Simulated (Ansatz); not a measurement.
**KBr (Fm-3m): the cell at rest**

Aim: bring KBr (Fm-3m) to small forces and stress, as phonons need.

Program: Ansatz 0.2.0. Level of theory: DFT PBE, scalar-relativistic, plane waves, PAW; PAW set soft_1. Results are calculated unless marked as measured.

## (1) Set-up

The structure is cubic, space group Fm-3m (No. 225). Conventional cell: a = 6.600 Å, b = 6.600 Å, c = 6.600 Å, α = 90.00°, β = 90.00°, γ = 90.00°. Nearest to K lie 6 Br at 3.30 Å. Br has 6 K at 3.30 Å nearest. Farther neighbours and most contacts between anions are not listed.

## (2) A coarse first look

First a cheap look: the gap decides the mesh and the occupations, the pressure tells how far the cell has to move.

File input.yaml:

```yaml
crystal:
  lattice:
    - [0.0, 3.3, 3.3]
    - [3.3, 0.0, 3.3]
    - [3.3, 3.3, 0.0]
  atoms:
    - { symbol: K, position: [0.0, 0.0, 0.0] }
    - { symbol: Br, position: [0.5, 0.5, 0.5] }
kpoints:
  mp_grid: { grid: [6, 6, 6] }
hamiltonian:
  xc: pbe
  pseudopotentials: { kind: paw, azcp: { folder: soft_1 } }
scf:
  occupations: { method: gaussian, width: 0.1 }
output:
  forces: true
  stress: true
  eigenvalues: true
```

Command:

```bash
ansatz run input.yaml --threads 4 --pin off --max-ram 10240MiB --backend cpu --events-out ev --progress --plain --runs-dir out
```

Numbers of over 12 decimals in the logs are rounded to 6 here.

What it wrote:

```text
Engine: ansatz 0.2.0, aarch64-unknown-linux-gnu
Pseudopotentials: kind: paw
Pseudopotential: K, paw, valence charge 9, recommended cutoff 420 eV (normal), soft_1/K.paw.azcp
Pseudopotential: Br, paw, valence charge 7, recommended cutoff 420 eV (normal), soft_1/Br.paw.azcp
Functional definition: PBE
  parameter kappa = 0.804
  parameter beta = 0.066725
  exchange = pbe_x(kappa = kappa, mu = beta*pi^2/3)
[...]
P = ⅓ Tr σ = 0.7195 GPa (7.195 kbar)
--- Band table (eV; the first three rows and the last of 16) ---
  k-point 0: bands = [... 4 lower, -10.1764, 1.0770, 1.0770, 1.0770, 5.5123, 8.6816, 8.6816, 8.6816]
  k-point 1: bands = [... 4 lower, -10.1079, 0.7117, 0.9884, 0.9884, 6.1682, 8.5416, 9.0043, 9.0043]
  k-point 2: bands = [... 4 lower, -9.9847, 0.1391, 0.8221, 0.8221, 7.2757, 8.7952, 9.8658, 9.8658]
  k-point 15: bands = [... 4 lower, -10.1114, 0.3703, 0.6009, 0.6292, 7.6732, 9.0013, 9.3695, 10.3059]
[key lines of the parts left out:]
SCF converged after 7 iterations
Free energy (F): -4324.511061 eV
Fermi energy:    3.295894 eV
```

Run time: 1.4 s. Hardware: 4 threads of Arm Neoverse V1, shared host; peak memory 0.36 GiB; 2.3 s of CPU time.

This step gave:

```
pressure           : 0.7195 GPa
gap on the k-mesh  : 4.435 eV
volume per atom    : 35.94 Å³
direct gap on mesh : 4.435 eV
```

The coarse mesh shows a gap of 4.44 eV and a pressure of 0.7 GPa.

## (3) Relaxation

Harmonic phonons are second derivatives at a point where the forces vanish, and they are wanted at zero stress, so atoms and cell are relaxed first.

input.yaml, the sections that differ from step 2:

```yaml
scf:
  occupations: { method: gaussian, width: 0.02 }
relax:
  adjacent_minimum: "off"
  f_tol: 0.005
  max_steps: 80
  cell: { stress_tol: 0.05 }
# crystal, kpoints, hamiltonian, output: as in step 2
```

What it wrote:

```text
[...]
Crystal: 2 atoms, lattice volume = 71.874 Å³
Basis set: ecut = 420 eV, 1411 PW (Γ), exchange–correlation on 64×64×64 points (8 copies of the dense FFT grid, shifted against one another)
Bands: 12, of which v1, the nominal top of the filled ones, is band 8 counted from 1 (7 counted from 0)
Symmetry: 48 space group operations
[...]
k-points: 16 of 216
[...]
SCF iter   1: F=—  HF=-4325.176835 eV  |F-HF|=—  |Δ(HF+E_count)|=         —  Δρ=3.57e-2  dr2=1.51e0  ethr=3.10e-3  ⟨swp⟩=6.6  Hψ=1241  notcnv=0
[...]
SCF iter   8: F=-4324.511061 eV  HF=-4324.511061 eV  |F-HF|=2.64e-11  |Δ(HF+E_count)|=   4.70e-9  Δρ=7.63e-8  dr2=4.37e-12  ethr=2.58e-11  ⟨swp⟩=1.9  Hψ=591  notcnv=0
SCF 1 converged in 8 iterations: F = -4324.511061 eV  dr2 = 4.37e-12
[...]
relax step   1: F+E_penalty+E_count = -4324.51106118 eV  Δ(F+E_penalty+E_count) = +0.000e0 eV  max|allowed force component| = 7.313e-30 eV/Å  Δτ_max = 0.0000 Å  P = +0.719 GPa  Ω = 71.874 Å³  (8 SCF iters, dr2 threshold 1.00e-7 eV, accepted)
Crystal: 2 atoms, lattice volume = 73.464 Å³
Basis set: ecut = 420 eV, 1459 PW (Γ), exchange–correlation on 64×64×64 points (8 copies of the dense FFT grid, shifted against one another)
[...]
iter 1 solved again at ethr=2.09e-6 eV; its pass at ethr=3.10e-3 eV (dr2=3.34e-4 eV) is discarded
[...]
SCF iter   4: F=-4324.516396 eV  HF=-4324.516396 eV  |F-HF|=1.03e-7  |Δ(HF+E_count)|=   3.21e-6  Δρ=1.10e-5  dr2=1.59e-7  ethr=1.25e-9  ⟨swp⟩=4.2  Hψ=1117  notcnv=0
SCF 2 converged in 4 iterations: F = -4324.516396 eV  dr2 = 1.59e-7
relax step   2: F+E_penalty+E_count = -4324.51639579 eV  Δ(F+E_penalty+E_count) = -5.335e-3 eV  max|allowed force component| = 2.153e-30 eV/Å  Δτ_max = 0.0000 Å  P = +0.369 GPa  Ω = 73.464 Å³  energy of the carried Pulay correction = -3.359e-5 eV  (4 SCF iters, dr2 threshold 2.00e-7 eV, accepted)
Crystal: 2 atoms, lattice volume = 75.220 Å³
[...]
SCF iter   4: F=-4324.518503 eV  HF=-4324.518503 eV  |F-HF|=1.34e-7  |Δ(HF+E_count)|=   4.34e-6  Δρ=1.20e-5  dr2=1.96e-7  ethr=1.25e-9  ⟨swp⟩=4.3  Hψ=1122  notcnv=0
SCF 3 converged in 4 iterations: F = -4324.518503 eV  dr2 = 1.96e-7
relax step   3: F+E_penalty+E_count = -4324.51850338 eV  Δ(F+E_penalty+E_count) = -2.108e-3 eV  max|allowed force component| = 3.032e-30 eV/Å  Δτ_max = 0.0000 Å  P = +0.029 GPa  Ω = 75.220 Å³  energy of the carried Pulay correction = -6.983e-5 eV  (4 SCF iters, dr2 threshold 2.00e-7 eV, accepted)
[...]
SCF iter   1: F=—  HF=-4324.518576 eV  |F-HF|=—  |Δ(HF+E_count)|=         —  Δρ=2.49e-5  dr2=2.36e-7  ethr=9.57e-7  ⟨swp⟩=3.4  Hψ=1771  notcnv=0
eigensolver tolerance schedule: the retry pair's looser diagonalisation over-reported the residual by 646.77 of it (diagonalisation noise at 0.25 of the residual, at the tolerance the schedule requests for it); recorded, not acted on — ethr = c·dr2/N_el stays at c = 1.0e-1
[...]
SCF iter   2: F=—  HF=-4324.518569 eV  |F-HF|=—  |Δ(HF+E_count)|=   7.23e-6  Δρ=1.27e-5  dr2=3.39e-8  ethr=1.48e-9  ⟨swp⟩=2.1  Hψ=307  notcnv=0
[...]
SCF iter   5: F=-4324.518570 eV  HF=-4324.518570 eV  |F-HF|=1.19e-10  |Δ(HF+E_count)|=  2.57e-10  Δρ=1.50e-7  dr2=4.52e-12  ethr=1.00e-12  ⟨swp⟩=5.7  Hψ=790  notcnv=0
SCF 4 converged in 5 iterations: F = -4324.518570 eV  dr2 = 4.52e-12
relax step   4: F+E_penalty+E_count = -4324.51857003 eV  Δ(F+E_penalty+E_count) = -6.665e-5 eV  max|allowed force component| = 4.051e-30 eV/Å  Δτ_max = 0.0000 Å  P = +0.029 GPa  Ω = 75.220 Å³  stress off target by 2.95e-2 GPa  SCF on the basis re-selected at this cell (its energy is not comparable with the rows above)  (5 SCF iters)
basis re-selected at this cell: Δ(F+E_penalty+E_count) = -6.665e-5 eV, ΔP = +0.000 GPa vs the last step (what re-selecting the basis moved, of the pressure what is left beyond the Pulay correction that the steps carried, after the strain that the cell walked since its last selection, with what the two solves' SCF thresholds leave and, on support functions, any second-order correction that the steps lacked; it is no m [...]
SCF converged after 5 iterations
Free energy (F): -4324.518570 eV
[...]
Internal energy: -4324.518570 eV  (E = F + TS)
E sigma→0 (E₀):  -4324.518570 eV
Fermi energy:    2.935709 eV
[...]
--- Stress (GPa, compression-positive) ---
        0.029489      -0.000000      -0.000000
       -0.000000       0.029489      -0.000000
       -0.000000      -0.000000       0.029489
  P = ⅓ Tr σ = 0.0295 GPa (0.295 kbar)
--- Band table (eV; the first three rows and the last of 16) ---
  k-point 0: bands = [... 4 lower, -10.5718, 0.7775, 0.7775, 0.7775, 5.0938, 8.3681, 8.3681, 8.3681]
  k-point 1: bands = [... 4 lower, -10.5081, 0.4404, 0.6987, 0.6987, 5.7217, 8.2188, 8.6764, 8.6764]
  k-point 2: bands = [... 4 lower, -10.3950, -0.0905, 0.5499, 0.5499, 6.8370, 8.3894, 9.4976, 9.4976]
  k-point 15: bands = [... 4 lower, -10.5106, 0.1135, 0.3398, 0.3577, 7.3719, 8.5156, 8.9495, 9.8303]
--- Relaxed structure (3 steps of the walk, 3 accepted, 1 SCFs on fresh bases) ---
  F+E_penalty+E_count = -4324.51857003 eV   max|allowed force component| = 4.051e-30 eV/Å   (the final SCF, on the basis selected at the relaxed cell)
  cell:  # Å, volume = 75.2197 Å³
    - [0, 3.350430, 3.350430]
    - [3.350430, 0, 3.350430]
    - [3.350430, 3.350430, 0]
  atoms:
    - { symbol: K, position: [0, 0, 0] }
    - { symbol: Br, position: [0.5, 0.5, 0.5] }
```

Run time: 1.7 s. Hardware: 4 threads; peak memory 0.39 GiB.

Step by step:

```
step  energy less that of the first step (eV)  largest force component (eV/Å)  pressure (GPa)  volume (Å³)
   1                                   0.0000                          0.0000            0.72        71.87
   2                                  -0.0053                          0.0000            0.37        73.46
   3                                  -0.0074                          0.0000            0.03        75.22
  4*                                  -0.0075                          0.0000            0.03        75.22
```

Relaxation steps marked * repeat the geometry before them on a plane-wave basis chosen anew for their cell, so energy and pressure can jump there.

The run keeps the 48 symmetry operations that it works with, so distortions that break them were not tested.

```
conventional cell, symmetrised  before  after  change
                         a (Å)   6.600  6.701  +1.5 %
                         b (Å)   6.600  6.701  +1.5 %
                         c (Å)   6.600  6.701  +1.5 %
              volume (Å³/atom)   35.94  37.61  +4.7 %
```

The relaxed structure:

```xyz
2
Lattice="0.0000 3.3504 3.3504 3.3504 0.0000 3.3504 3.3504 3.3504 0.0000" Properties=species:S:1:pos:R:3 pbc="T T T"
K     0.0000    0.0000    0.0000
Br    3.3504    3.3504    3.3504
```

Numbers from this step:

```yaml
pressure: 0.02949 GPa
gap_on_the_k_mesh: 4.316 eV
volume_per_atom: 37.61 Å³
direct_gap_on_mesh: 4.316 eV
```

In this step the volume went from 35.94 to 37.61 Å³/atom.

## (4) Relaxing to small forces for the phonons

Phonons need a cell at rest on their own settings, so the relaxation is repeated with tight tolerances on forces and stress, using the mesh and the filling of the phonon run that follows.

input.yaml, the sections that differ from step 3:

```yaml
crystal:
  lattice:
    - [0.0, 3.3504302509, 3.3504302509]
    - [3.3504302509, 0.0, 3.3504302509]
    - [3.3504302509, 3.3504302509, 0.0]
  atoms:
    - { symbol: K, position: [0.0, 0.0, 0.0] }
    - { symbol: Br, position: [0.5, 0.5, 0.5] }
kpoints:
  mp_grid: { grid: [8, 8, 8] }
scf:
  occupations: { method: fixed }
relax:
  adjacent_minimum: "off"
  f_tol: 0.001
  max_steps: 60
  cell: { stress_tol: 0.01 }
# hamiltonian, output: as in step 3
```

What it wrote:

```text
[...]
Crystal: 2 atoms, lattice volume = 75.220 Å³
Basis set: ecut = 420 eV, 1459 PW (Γ), exchange–correlation on 64×64×64 points (8 copies of the dense FFT grid, shifted against one another)
Bands: 12, of which v1, the nominal top of the filled ones, is band 8 counted from 1 (7 counted from 0)
[... 1 set-up line as in the run before ...]
[...]
k-points: 29 of 512
[...]
k-point 28: bands = [... 4 lower, -10.5019, 0.2155, 0.2155, 0.2744, 8.0933, 8.0933, 8.8369, 9.5593]
--- Relaxed structure (3 steps of the walk, 3 accepted, 1 SCFs on fresh bases) ---
[...]
cell:  # Å, volume = 75.3830 Å³
    - [0, 3.352853, 3.352853]
    - [3.352853, 0, 3.352853]
    - [3.352853, 3.352853, 0]
  atoms:
    - { symbol: K, position: [0, 0, 0] }
    - { symbol: Br, position: [0.5, 0.5, 0.5] }
[key lines of the parts left out:]
SCF converged after 5 iterations
Free energy (F): -4324.518590 eV
Fermi energy:    0.763690 eV
P = ⅓ Tr σ = 0.0001 GPa (0.001 kbar)
```

Elapsed: 2.3 s, on 4 threads; peak memory 0.4 GiB; 8 s of CPU time.

Little changed from the start: no atom moved by 0.005 Å and no cell edge by 0.1 %.

Numbers from this step:

```
pressure           : 9.05e-5 GPa
gap on the k-mesh  : 4.311 eV
volume per atom    : 37.69 Å³
direct gap on mesh : 4.311 eV
```

The forces vanish by symmetry and the pressure is 0.000 GPa, within the tolerances set. The cell now holds 37.69 Å³/atom.

## (5) What came out

```
space group after relaxation (within 0.01 Å) : Fm-3m
lattice constant a                           : 6.706 Å
lattice constant b                           : 6.706 Å
lattice constant c                           : 6.706 Å
volume per atom                              : 37.7 Å³
gap on the k-mesh                            : 4.31 eV
```

The forces vanish by symmetry and the pressure is 0.000 GPa, within the tolerances set. The cell now holds 37.69 Å³/atom. The relaxation keeps the symmetry of its start, so it says nothing on stability against lower symmetry.

[Logs are printed without paths, hosts, clocks, repeated set-up lines and the standing remarks that a program may print on its own settings, such as how far it seeks lower states.]

[Hosts, paths, dates, database ids (printed as entryN), source tags and the programs' standing remarks are cut or masked in the printed files.]
